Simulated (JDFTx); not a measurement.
Crystal: Ge.

```xyz
2
Lattice="0.0000 2.8289 2.8289 2.8289 0.0000 2.8289 2.8289 2.8289 0.0000" Properties=species:S:1:pos:R:3 pbc="T T T"
Ge    4.2434    4.2434    4.2434
Ge    2.8289    2.8289    2.8289
```

- Program: JDFTx 1.7.0 (patched build)
- Task: single point
- Functional: PBEsol
- Potentials or basis: PseudoDojo-SR-PBEsol-0.4.1-standard with smoothed tails
- Cutoff: 1061 eV
- Density cutoff: 8490 eV
- k mesh: 8 × 8 × 8
- Occupations: fermi-dirac, width 0.05 eV
- Spin: no spin polarisation

On this cell: pressure 0.6 GPa; largest force zero by symmetry; band gap on the k mesh none (metal or under the smearing width).

The same run follows on a disturbed copy (atoms moved at random, drawn with an rms of 0.05 Å):

```
Ge
1.0
     0.00000    2.82891    2.82891
     2.82891    0.00000    2.82891
     2.82891    2.82891    0.00000
Ge
2
Direct
  0.76097 0.73326 0.75334
  0.49345 0.48940 0.51015
```

What changes?

The energy (extrapolated to zero smearing) moves by +9.5 meV/atom; pressure 0.8 GPa; largest force 0.687 eV/Å; band gap on the k mesh none (metal or under the smearing width).

Forces on the atoms (eV/Å):
```
Ge   0.432 -0.368 -0.387
Ge  -0.432  0.368  0.387
```

Stress tensor (GPa, compression positive):
```
 0.76 -1.08 -1.03
-1.08  0.78  1.22
-1.03  1.22  0.78
```

Caveats: this crystal is a semiconductor, whose small gap the functional closes, so the metal is an error of the method (some runs).
